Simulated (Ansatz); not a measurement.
PtS2 in Ansatz: the effect of functional

PtS2:

```xyz
3
Lattice="3.4709 0.0000 0.0000 -1.7354 3.0059 0.0000 0.0000 0.0000 4.9359" Properties=species:S:1:pos:R:3 pbc="T T T"
Pt    0.0000    0.0000    0.0000
S     1.7354    1.0020    3.8155
S     0.0000    2.0039    1.1205
```

The cell isn't the ideal one: volume scaled by 0.94.

Alike in all runs:

* Program: Ansatz 0.2.0
* Task: single point
* Potentials or basis: Ansatz PAW
* k mesh: 9 × 9 × 5
* Occupations: fermi-dirac, width 0.05 eV
* Spin: no spin polarisation

```tsv
functional	cutoff	gap on the mesh (eV)	pressure (GPa)	largest force (eV/Å)
LDA	420 eV (not typed: the program's choice for these potentials)	0.96	15.3	1.84
PBEsol	420 eV (not typed: the program's choice for these potentials)	?	?	?
r2SCAN	500 eV (not typed: the program's choice for these potentials)	1.27	21.9	2.28
```

Q: What does the run with functional PBEsol give?

A: gap on the mesh 1.01 eV; pressure 18.4 GPa; largest force 2.01 eV/Å.

Caveats: odd divisions of the mesh miss points on the zone boundary, where band edges often lie, so the gap on the mesh can be too wide; spin-orbit coupling is left out, which moves the levels of the heavy elements; the PAW data sets come from PBE, with cores solved anew for the run's functional, which leaves a small shift of forces and pressure; forces of over 1 eV/Å show positions far from the minimum, so gaps and moduli don't describe the material at rest.

A k mesh can miss the band edges.

Runs at the PBE level aren't shown here.
